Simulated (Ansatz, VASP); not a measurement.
**One calculation of Zn, two programs**

```
CELL_PARAMETERS angstrom
0.00000 2.87306 2.87306
2.87306 0.00000 2.87306
2.87306 2.87306 0.00000
ATOMIC_POSITIONS crystal
Zn 0.12500 0.12500 0.12500
Zn 0.87500 0.87500 0.87500
```

Alike in both runs: task single point; functional PBE; k mesh 11 × 11 × 11; occupations fermi-dirac, width 0.1 eV; no spin polarisation.

|  | VASP | Ansatz |
| --- | --- | --- |
| version | VASP 6.6.1 | Ansatz 0.2.0 |
| potentials or method | VASP PAW PBE potentials, release 64 (Zn) | plane waves (420 eV) with PAW, scalar-relativistic |
| plane-wave cutoff (eV) | 520 | 420 |
| valence electrons in the cell | 24 | 24 |

Ansatz gave:

```
pressure (GPa) : 1.2
```

Question: Estimate VASP's values.

Answer: Pressure (GPa): 1.3.

With one functional, cell and mesh, what is left measures potentials, basis and numerics.
